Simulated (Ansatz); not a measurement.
# InP: one crystal by all-electron and frozen-core methods

Aim: solve InP at one geometry with LAPW, all electrons, frozen-core PAW and all-electron PAW on datasets made for the crystal, and see where they agree.

Computed with Ansatz 0.2.0 (DFT LDA, scalar-relativistic, unless a step's input says otherwise).

### Step 1. Starting point

The structure is cubic, space group Fm-3m (No. 225). The conventional cell has a = 5.710 Å, b = 5.710 Å, c = 5.710 Å, α = 90.00°, β = 90.00°, γ = 90.00°. In (site symmetry m-3m) is surrounded by 6 P at 2.85 Å. P (site symmetry m-3m) has 6 In at 2.85 Å as nearest neighbours.

Structure file:

```xyz
2
Lattice="0.0000 2.8550 2.8550 2.8550 0.0000 2.8550 2.8550 2.8550 0.0000" Properties=species:S:1:pos:R:3 pbc="T T T"
In    0.0000    0.0000    0.0000
P     2.8550    2.8550    2.8550
```

The cell comes from a crystallographic database entry that wasn't checked; take it as a given geometry, which may be far from equilibrium.

Atoms are numbered in the order of the input: In1, P2.

### Step 2. LAPW, all electrons

input.yaml

```yaml
crystal:
  lattice:
    - [0.0, 2.855, 2.855]
    - [2.855, 0.0, 2.855]
    - [2.855, 2.855, 0.0]
  atoms:
    - { symbol: In, position: [0.0, 0.0, 0.0] }
    - { symbol: P, position: [0.5, 0.5, 0.5] }
kpoints:
  mp_grid: { grid: [11, 11, 11] }
  band_path:
    path:
      - [0.0, 0.0, 0.0]
      - [0.5, 0.0, 0.5]
      - [0.625, 0.25, 0.625]
      - [0.375, 0.375, 0.75]
      - [0.0, 0.0, 0.0]
      - [0.5, 0.5, 0.5]
      - [0.5, 0.25, 0.75]
      - [0.5, 0.0, 0.5]
    npoints: 14
scf:
  occupations: { method: fermi_dirac, width: 0.05 }
hamiltonian:
  xc: lda
  pseudopotentials: { kind: all_electron, lapw: { basis_error: 0.001 } }
output:
  forces: true
  stress: true
  eigenvalues: true
  populations: true
  dos: { projected: true, de: 0.2, e_range: [-14, 8] }
```

The run is started by

```
$ ansatz run input.yaml --threads 1 --pin off --max-ram 3072MiB --backend cpu --events-out ev --progress --plain --runs-dir out
```

Output:

```text
In: projections on atomic orbitals take those of the free atom 1s2 2s2 2p6 3s2 3p6 3d10 4s2 4p6 4d10 5s2 5p1, of charge +0.00 (hamiltonian.pseudopotentials.projection_atoms)
P: projections on atomic orbitals take those of the free atom 1s2 2s2 2p6 3s2 3p3, of charge +0.00 (hamiltonian.pseudopotentials.projection_atoms)
LAPW: plane waves up to 6.904 Å⁻¹, error target 1.0e-3 eV per atom; small_component_spin mean_spin; P in spheres of 1.238 Å, 13 of its electrons in bands, Dirac shells []; In in spheres of 1.617 Å, 21 of its electrons in bands, Dirac shells []
Engine: ansatz 0.2.0
Pseudopotentials: kind: all_electron
Pseudopotential: In, LAPW, valence charge 21, Koelling and Harmon's equation, gaussian nucleus
Pseudopotential: P, LAPW, valence charge 13, Koelling and Harmon's equation, gaussian nucleus
Functional definition: SPW92
  exchange = slater_x
  correlation = pw_c
Crystal: 2 atoms, lattice volume = 46.542 Å³
Basis set: ecut = 181.62745921893685 eV, 259 PW (Γ), exchange–correlation at level 2
Bands: 21, of which v1, the nominal top of the filled ones, is band 17 counted from 1 (16 counted from 0)
Symmetry: 48 space group operations
Space group: Fm-3m (ITA 225), of the structure as read, at distance tolerance 3.6e-5 Å
k-points: 56 of 1331
Non-local potential: In, projectors of the file, none
Non-local potential: P, projectors of the file, none
Initial density: superposition of atomic densities (chi_scale 0.1, normalization cell, long waves kept (reshape's long-wave potential 0.00 eV rms))
Initial wavefunctions: plane waves of lowest kinetic energy (no species holds an atomic orbital)
Functional: x = slater, c = lda
iter 1 solved again at ethr=1.76e-3 eV; its pass at ethr=1.00e-1 eV (dr2=5.99e-1 eV) is discarded
SCF iter   1: F=—  HF=-169184.900133 eV  |F-HF|=—  |Δ(HF+E_count)|=         —  Δρ=2.52e-2  dr2=6.00e-1  ethr=1.76e-3  ⟨swp⟩=2.0  Hψ=7803  notcnv=0
preconditioner: auto → Kerker (q_TF=auto, 2.589 Å⁻¹)  [metal: Δε(μ)=0.052 eV  Ē_g=13.655 eV  σ=0.050 eV  W_gap=0.25  n_scr=14 (ndim 8)  ℏωp=23.1 eV  f_vac=0.000  D(μ)=1.07/eV (n_scr^D=8)]
SCF iter   2: F=—  HF=-169184.664106 eV  |F-HF|=—  |Δ(HF+E_count)|=   2.36e-1  Δρ=1.12e-2  dr2=1.08e-1  ethr=1.76e-3  ⟨swp⟩=2.0  Hψ=3699  notcnv=0
SCF iter   3: F=—  HF=-169184.642564 eV  |F-HF|=—  |Δ(HF+E_count)|=   2.15e-2  Δρ=6.97e-3  dr2=4.43e-2  ethr=3.18e-4  ⟨swp⟩=2.0  Hψ=3534  notcnv=0
iter 4 solved again at ethr=1.27e-5 eV; its pass at ethr=1.30e-4 eV (dr2=4.30e-3 eV) is discarded
SCF iter   4: F=—  HF=-169184.635781 eV  |F-HF|=—  |Δ(HF+E_count)|=   6.78e-3  Δρ=2.25e-3  dr2=4.30e-3  ethr=1.27e-5  ⟨swp⟩=2.0  Hψ=6107  notcnv=0
SCF iter   5: F=—  HF=-169184.634824 eV  |F-HF|=—  |Δ(HF+E_count)|=   9.58e-4  Δρ=5.03e-4  dr2=1.12e-4  ethr=1.26e-5  ⟨swp⟩=2.0  Hψ=3485  notcnv=0
SCF iter   6: F=—  HF=-169184.634809 eV  |F-HF|=—  |Δ(HF+E_count)|=   1.53e-5  Δρ=2.40e-4  dr2=2.72e-5  ethr=3.30e-7  ⟨swp⟩=2.0  Hψ=3485  notcnv=0
SCF iter   7: F=—  HF=-169184.634813 eV  |F-HF|=—  |Δ(HF+E_count)|=   4.71e-6  Δρ=6.67e-5  dr2=3.18e-6  ethr=8.01e-8  ⟨swp⟩=2.0  Hψ=3485  notcnv=0
SCF iter   8: F=—  HF=-169184.634813 eV  |F-HF|=—  |Δ(HF+E_count)|=   1.04e-7  Δρ=1.78e-5  dr2=2.63e-7  ethr=9.35e-9  ⟨swp⟩=2.0  Hψ=3485  notcnv=0
SCF iter   9: F=-169184.634813 eV  HF=-169184.634813 eV  |F-HF|=1.92e-9  |Δ(HF+E_count)|=   8.06e-9  Δρ=6.73e-6  dr2=3.31e-8  ethr=7.75e-10  ⟨swp⟩=2.0  Hψ=3485  notcnv=0
SCF 1 converged in 9 iterations: F = -169184.634813 eV  dr2 = 3.31e-8
NSCF: frozen V_eff on 99 k-points
SCF converged after 9 iterations
Free energy (F): -169184.634813 eV
Harris-Foulkes:  -169184.634813 eV  (|F-HF|=1.92e-9)
Internal energy: -169184.627069 eV  (E = F + TS)
E sigma→0 (E₀):  -169184.630941 eV
Entropy (-TS):   -0.007744 eV (-3.872 meV/atom)
Fermi energy:    9.904245 eV
--- Per-component energies (eV) ---
  E_band       = -1550.326105
  E_kinetic    = 177089.981308
  E_xc         = -4809.632757
  E_electrostatic = -341464.975620  (all electrons and nuclei)
  E_smearing   = -0.007744  (= −TS)
  E_closure    = 0.000000  (closes the sum)
  E_atoms      = -169175.566580  (free atoms, spherical and without spin; not in F)
  Σ components = -169184.634813   (vs F -169184.634813, Δ=0.00e0)
  Basis errors (estimates in eV, not in F): energy 3.3e-4 per atom: plane waves 3.2e-4 (1.7e-4 summed), levels above the bands 1.0e-61, relativity 1.3e-9, radial functions 1.3e-5, core shells 1.3e-9; eigenvalues (radial functions only) 1.5e-6; not estimated: angular momenta, meshes, grids; target (lapw.basis_error) 1.0e-3; muffin-tin radii P 1.238 Å, In 1.617 Å
--- Forces (eV/Å), atoms counted from 1 ---
  atom   1  In    -0.00000000     0.00000000    -0.00000000
  atom   2  P      0.00000000    -0.00000000     0.00000000
  max |Σ_I F_I| component: 4.77e-31 eV/Å
--- Stress (GPa, compression-positive) ---
       -9.645442       0.000000       0.000000
        0.000000      -9.645442       0.000000
        0.000000       0.000000      -9.645442
  P = ⅓ Tr σ = -9.6454 GPa (-96.454 kbar)
--- Band table (eV; the first three rows and the last of 56) ---
  k-point 0: bands = ["-157.0502", "-108.4080", "-108.4080", "-108.4080", "-104.7149", "-63.3089", "-63.3089", "-63.3089", "-4.0950", "-4.0950", "-4.0757", "-4.0757", "-4.0757", "-1.4461", "9.5706", "9.7145", "9.7145", "9.7145", "17.0059", "17.0059", "17.0059"]
  k-point 1: bands = ["-157.0502", "-108.4080", "-108.4080", "-108.4080", "-104.7149", "-63.3090", "-63.3089", "-63.3089", "-4.0977", "-4.0977", "-4.0756", "-4.0718", "-4.0718", "-1.3534", "8.3192", "9.7291", "9.7291", "10.8359", "16.2496", "16.6242", "16.6242"]
  k-point 2: bands = ["-157.0502", "-108.4080", "-108.4080", "-108.4080", "-104.7149", "-63.3090", "-63.3089", "-63.3089", "-4.1066", "-4.1066", "-4.0759", "-4.0593", "-4.0593", "-1.0809", "6.9643", "9.7773", "9.7773", "11.7548", "15.3451", "15.5202", "15.5202"]
  k-point 55: bands = ["-157.0502", "-108.4080", "-108.4080", "-108.4080", "-104.7149", "-63.3092", "-63.3091", "-63.3091", "-4.2534", "-4.0972", "-4.0635", "-4.0471", "-3.9926", "1.2211", "5.2005", "6.3638", "6.9596", "11.7624", "14.2419", "16.2579", "16.8372"]
--- Löwdin populations: 2 sites ---
  site symbol       q [e]
     0     In     48.8104
     1      P     15.1540
  spilling = 0.000555 (of n_electrons = 64.000000)
```

Run time: 11 s. Hardware: 1 thread of Intel Xeon Platinum 8488C (Sapphire Rapids), shared host; peak memory 0.36 GiB.

This run gives: pressure -9.65 GPa; no gap.

At the corners of the path (eV, zero at the Fermi level):

```
point  band 14  band 15  band 16  band 17  band 18  band 19  band 20
    Γ   -11.35    -0.33    -0.19    -0.19    -0.19     7.10     7.10
    X    -8.69    -4.39    -2.75    -2.03    -2.03     4.03     8.96
    U    -8.74    -4.81    -3.87    -1.43     0.01     5.34     6.48
    K    -8.74    -4.81    -3.87    -1.43     0.01     5.34     6.48
    Γ   -11.35    -0.33    -0.19    -0.19    -0.19     7.10     7.10
    L    -9.54    -6.22     0.18     0.18     2.34     3.35     3.35
    W    -8.65    -4.54    -3.42    -3.42     2.04     4.24     6.59
    X    -8.69    -4.39    -2.75    -2.03    -2.03     4.03     8.96
```

States per cell, counted by energy window (eV from the Fermi level, on a grid of 0.20 eV):

```
from  to  total  P 3p  In 5p  In 5s  P 3s
 -10  -9   0.99  0.02   0.26   0.06  0.62
  -9  -8   0.59  0.00   0.09   0.02  0.45
  -8  -7   0.00  0.00   0.00   0.00  0.00
  -7  -6   0.01  0.00   0.00   0.00  0.00
  -6  -5   0.71  0.31   0.03   0.33  0.03
  -5  -4   0.95  0.39   0.09   0.37  0.09
  -4  -3   0.58  0.27   0.13   0.12  0.05
  -3  -2   0.91  0.51   0.26   0.08  0.04
  -2  -1   1.35  0.90   0.35   0.06  0.03
  -1   0   1.39  1.04   0.24   0.07  0.03
   0   1   0.64  0.39   0.10   0.11  0.02
   1   2   0.77  0.30   0.18   0.24  0.03
   2   3   0.69  0.20   0.22   0.18  0.06
   3   4   0.62  0.09   0.37   0.03  0.08
   4   5   1.55  0.20   0.82   0.05  0.11
```

### Step 3. Frozen-core PAW

input.yaml: that of step 2 with these lines changed.

```diff
@@ -25,3 +25,3 @@
   xc: lda
-  pseudopotentials: { kind: all_electron, lapw: { basis_error: 0.001 } }
+  pseudopotentials: { kind: paw }
 output:
@@ -30,3 +30,9 @@
   eigenvalues: true
+  efg: { contact_densities: true }
   populations: true
+  bader: true
   dos: { projected: true, de: 0.2, e_range: [-14, 8] }
+  write_density: true
+  write_potential: true
+  elf: true
+  volumetric_format: npy
```

The run is started by

```
$ ansatz run input.yaml --threads 1 --pin off --max-ram 3072MiB --backend cpu --events-out ev --progress --plain --runs-dir out
```

Output, cut to the lines that bear on the results:

```text
In: output.efg is read without spin–orbit coupling, which moves field gradients at and beside such atoms by some per cent and up to a factor of two; PAW files take it under magnetization.noncollinear and magnetization.spin_orbit
[...]
Pseudopotentials: kind: paw
Pseudopotential: In, paw, valence charge 13, recommended cutoff 420 eV (normal)
Pseudopotential: P, paw, valence charge 5, recommended cutoff 420 eV (normal)
Functional definition: SPW92
[...]
Crystal: 2 atoms, lattice volume = 46.542 Å³
Basis set: ecut = 420 eV, 941 PW (Γ)
Bands: 13, of which v1, the nominal top of the filled ones, is band 9 counted from 1 (8 counted from 0)
Symmetry: 48 space group operations
Space group: Fm-3m (ITA 225), of the structure as read, at distance tolerance 3.6e-5 Å
k-points: 56 of 1331
[...]
  P = ⅓ Tr σ = -9.6661 GPa (-96.661 kbar)
--- PAW observables at the nuclei: V_zz in 10²¹ V/m², potentials from the cell's mean, atoms counted from 1 ---
  atom   1  In V_zz =    -0.000000   η = 0.0000   by run symmetry: forbidden
            electrostatic potential = -7937.089092 V   contact ρ = 1128483.037939 e/Å³
  atom   2  P  V_zz =    +0.000000   η = 0.0000   by run symmetry: forbidden
            electrostatic potential = -1496.003535 V   contact ρ = 15887.415007 e/Å³
--- Band table (eV; the first three rows and the last of 56) ---
  k-point 0: bands = ["-6.3802", "-6.3802", "-6.3613", "-6.3613", "-6.3613", "-3.7234", "7.2930", "7.4369", "7.4369", "7.4369", "14.7272", "14.7272", "14.7272"]
[...]
--- Löwdin populations: 2 sites ---
  site symbol       q [e]
     0     In     12.7903
     1      P      5.1694
  spilling = 0.002241 (of n_electrons = 18.000000)
--- Bader charges: 2 sites ---
  site symbol  charge [e]  shift [e]
     0     In      0.7434     0.0000
     1      P     -0.7434     0.0000
  estimated error of the sums over rays = 2.6e-4 e
```

It took 12 s on 1 thread of Intel Xeon Platinum 8488C (Sapphire Rapids), shared host; peak memory 0.44 GiB.

Result: pressure -9.67 GPa; no gap.

```
atom  Bader charge (e)  basin volume (Å³)
 In1             +0.74              20.89
  P2             -0.74              25.65
```

The fields are shown in the conventional cell of this run's space group, carried over from its grid by interpolation.

Density in a lattice plane of the grid's cell (edges 5.71 and 5.71 Å, at 0.000 of the third edge), which holds In and P.

Values in e/Å³, 12 rows by 12 columns:
```
 5.52  2.47  0.39  0.20  0.37  0.65  0.52  0.65  0.37  0.20  0.38  2.47
 0.62  0.39  0.15  0.11  0.18  0.37  0.51  0.37  0.18  0.11  0.15  0.38
 0.27  0.20  0.11  0.08  0.11  0.20  0.27  0.20  0.11  0.08  0.11  0.20
 0.51  0.37  0.18  0.11  0.15  0.39  0.62  0.38  0.15  0.11  0.18  0.37
 0.52  0.65  0.37  0.20  0.39  2.47  5.52  2.47  0.38  0.20  0.37  0.65
 0.03  0.52  0.51  0.27  0.62  5.52 13.01  5.52  0.62  0.27  0.51  0.52
 0.52  0.65  0.37  0.20  0.38  2.47  5.52  2.47  0.39  0.20  0.37  0.65
 0.51  0.37  0.18  0.11  0.15  0.38  0.62  0.39  0.15  0.11  0.18  0.37
 0.27  0.20  0.11  0.08  0.11  0.20  0.27  0.20  0.11  0.08  0.11  0.20
 0.62  0.38  0.15  0.11  0.18  0.37  0.51  0.37  0.18  0.11  0.15  0.39
 5.52  2.47  0.38  0.20  0.37  0.65  0.52  0.65  0.37  0.20  0.39  2.47
13.01  5.52  0.62  0.27  0.51  0.52  0.03  0.52  0.51  0.27  0.62  5.52
```
Columns run along the first of these edges and rows up along the second, over one cell in 12 and 12 even steps from the bottom left corner. Atoms in the plane (fractional): In at (0.00, 0.00), In at (0.50, 0.50), P at (0.00, 0.50), P at (0.50, 0.00).

ELF in the same plane.

Ten even steps from ' ' (0.00) to '@' (0.85):
```
    ..::::::++%%@@@@**..  ..**@@@@%%++::::::..  
....::--::::==##@@@@@@%%##%%@@@@%%##==::::--::..
::--::::::::--==##%%@@@@@@@@@@%%##==--::::::::--
::::::::::....::==**##%%@@%%##**==::....::::::::
++++==--::......::--==++++++==--::......::--==++
@@%%##**==::....::::::::::::::::::....::==**##%%
@@@@@@%%##==--::::::::--::--::::::::--==##%%@@@@
##%%@@@@@@##==::::--::......::--::::==##%%@@@@%%
  ..**@@@@%%++::::::..      ..::::::++%%@@@@**..
    ==@@@@%%++::--::          ::--::++%%@@@@==  
  ..**@@@@%%++::::::..      ..::::::++%%@@@@**..
##%%@@@@%%##==::::--::......::--::::==##@@@@@@%%
@@@@@@%%##==--::::::::--::--::::::::--==##%%@@@@
@@%%##**==::....::::::::::::::::::....::==**##%%
++++==--::......::--==++++++==--::......::--==++
::::::::::....::==**##%%@@%%##**==::....::::::::
::--::::::::--==##%%@@@@@@@@@@%%##==--::::::::--
....::--::::==##%%@@@@%%##%%@@@@@@##==::::--::..
    ..::::::++%%@@@@**..  ..**@@@@%%++::::::..  
      ::--::++%%@@@@==      ==@@@@%%++::--::    
```
Columns run along the first of these edges and rows up along the second, over one cell in 24 and 20 even steps from the bottom left corner. Atoms in the plane (fractional): In at (0.00, 0.00), In at (0.50, 0.50), P at (0.00, 0.50), P at (0.50, 0.00).

Both are smooth fields of the valence electrons: close to the nuclei they are not physical.

Maxima of ELF outside the ion cores: 0.85 in the shell around P, 1.0 Å from P.

### Step 4. All-electron PAW on datasets made for the crystal

input.yaml: that of step 3 with these lines changed.

```diff
@@ -20,3 +20,3 @@
       - [0.5, 0.0, 0.5]
-    npoints: 14
+    npoints: 8
 scf:
@@ -25,3 +25,3 @@
   xc: lda
-  pseudopotentials: { kind: paw }
+  pseudopotentials: { kind: all_electron, datasets: crystal }
 output:
@@ -31,8 +31 @@
   efg: { contact_densities: true }
-  populations: true
-  bader: true
-  dos: { projected: true, de: 0.2, e_range: [-14, 8] }
-  write_density: true
-  write_potential: true
-  elf: true
-  volumetric_format: npy
```

The run is started by

```
$ ansatz run input.yaml --threads 1 --pin off --max-ram 3072MiB --backend cpu --events-out ev --progress --plain --runs-dir out
```

Output, cut to the lines that bear on the results:

```text
[...]
In: output.efg is read without spin–orbit coupling, which moves field gradients at and beside such atoms by some per cent and up to a factor of two; PAW files take it under magnetization.noncollinear and magnetization.spin_orbit
[...]
Pseudopotentials: kind: all_electron
Pseudopotential: In, paw, valence charge 13, recommended cutoff 240 eV (normal), Koelling and Harmon's equation, gaussian nucleus
Pseudopotential: P, paw, valence charge 5, recommended cutoff 240 eV (normal), Koelling and Harmon's equation, gaussian nucleus
Functional definition: SPW92
[...]
Crystal: 2 atoms, lattice volume = 46.542 Å³
Basis set: ecut = 240 eV, 411 PW (Γ)
Bands: 13, of which v1, the nominal top of the filled ones, is band 9 counted from 1 (8 counted from 0)
Symmetry: 48 space group operations
Space group: Fm-3m (ITA 225), of the structure as read, at distance tolerance 3.6e-5 Å
[...]
--- Forces (eV/Å), atoms counted from 1 ---
  atom   1  In    -0.00000000     0.00000000    -0.00000000
  atom   2  P      0.00000000     0.00000000     0.00000000
[...]
--- Stress (GPa, compression-positive) ---
       -9.646486      -0.000000       0.000000
       -0.000000      -9.646486       0.000000
       -0.000000       0.000000      -9.646486
  P = ⅓ Tr σ = -9.6465 GPa (-96.465 kbar)
--- PAW observables at the nuclei: V_zz in 10²¹ V/m², potentials from the cell's mean, atoms counted from 1 ---
  atom   1  In V_zz =    +0.000000   η = 0.0000   by run symmetry: forbidden
            electrostatic potential = -7933.100524 V   contact ρ = 1128397.537634 e/Å³
  atom   2  P  V_zz =    -0.000000   η = 0.0000   by run symmetry: forbidden
            electrostatic potential = -1492.857499 V   contact ρ = 15900.140877 e/Å³
--- Band table (eV; the first three rows and the last of 56) ---
  k-point 0: bands = ["-4.0950", "-4.0950", "-4.0754", "-4.0754", "-4.0754", "-1.4462", "9.5706", "9.7144", "9.7144", "9.7144", "17.0057"]
[...]
```

Wall time 7.9 s (1 thread of Intel Xeon Platinum 8488C (Sapphire Rapids), shared host); peak memory 0.43 GiB.

Read from it: pressure -9.65 GPa; no gap.

```
atom  contact density (e/Å³)
 In1                 1128398
  P2                15900.14
```

### Step 5. Side by side

| method | pressure (GPa) | SCF cycles, all passes |
| --- | --- | --- |
| LAPW | -9.65 | 9 |
| PAW | -9.67 | 7 |
| crystal datasets | -9.65 | 8 |

### Step 6. Results

| quantity | value |
| --- | --- |
| pressure | LAPW -9.65, PAW -9.67, crystal datasets -9.65 GPa |
| gap (LAPW) | none |
| Bader charges (PAW) | In1 +0.74, P2 -0.74 e |
| highest ELF (PAW) | 0.85, 0.95 Å from P |

What this shows: At this geometry the cell is under tension of 9.6 GPa, so it would shrink if let go. Bands cross the Fermi level: the crystal is a metal at this level. Within 0.3 eV of the Fermi level the largest projected share is P 3p (78 %). The projection holds only the free atom's occupied shells (In 5s, In 5p, P 3s, P 3p in this range). In pressure, PAW differs from LAPW by -0.02 GPa.
